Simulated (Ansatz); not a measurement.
The system is Pd.

```
CELL_PARAMETERS angstrom
0.00000 1.94650 1.94650
1.94650 0.00000 1.94650
1.94650 1.94650 0.00000
ATOMIC_POSITIONS crystal
Pd 0.00000 0.00000 0.00000
```

```yaml
Program: Ansatz 0.2.0
Task: phonons
Functional: LDA
Potentials_or_basis: Ansatz PAW
Cutoff: "420 eV (not typed: the program's choice for these potentials)"
k_mesh: 10 × 10 × 10
Occupations: fermi-dirac, width 0.05 eV
Spin: no spin polarisation
q_mesh: 2 × 2 × 2
Path: "[[\"G\", \"X\", \"W\", \"K\", \"G\", \"L\", \"U\", \"W\", \"L\", \"K\"], [\"U\", \"X\"]]"
Points_for_each_segment_of_the_path: 8
```

Task: Is this structure dynamically stable at this level, and how far does the spectrum reach?

Result: Yes, as far as this q mesh shows: no mode on the path is imaginary. The highest frequency is 222 cm⁻¹.

A q mesh this small can miss soft modes between its points.

Caveat: the q mesh is small, so phonon branches between its points and thermal values are rough.
